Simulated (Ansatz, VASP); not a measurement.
**One calculation of Au, two programs**

```
Au
1.0
     2.43422    0.00000    0.00000
     0.00000    2.43422    0.00000
     0.00000    0.00000    2.43422
Au
1
Cartesian
  0.0000 0.0000 0.0000
```

Change from the starting cell: volume scaled by 0.76, LAPW.

Alike in both runs: task single point; functional LDA; k mesh 14 × 14 × 14; occupations fermi-dirac, width 0.05 eV; no spin polarisation.

|  | VASP | Ansatz |
| --- | --- | --- |
| version | VASP 6.6.1 | Ansatz 0.2.0 |
| potentials or method | VASP PAW LDA potentials, release 64 (Au), cutoff 520 eV | all-electron LAPW, scalar-relativistic |

```csv
,VASP,Ansatz,Ansatz less VASP
pressure (GPa),88.0,86.9,-1.08
```

Ansatz ran all-electron here, so the differences hold the error of VASP's frozen core and of both bases.

Caveats: the cell as given lies far from equilibrium; so large a pressure means that the cell lies far from this level's equilibrium, or that cutoff or potentials fall short (VASP). The runs have no spin-orbit coupling, so splittings on Au are missing.
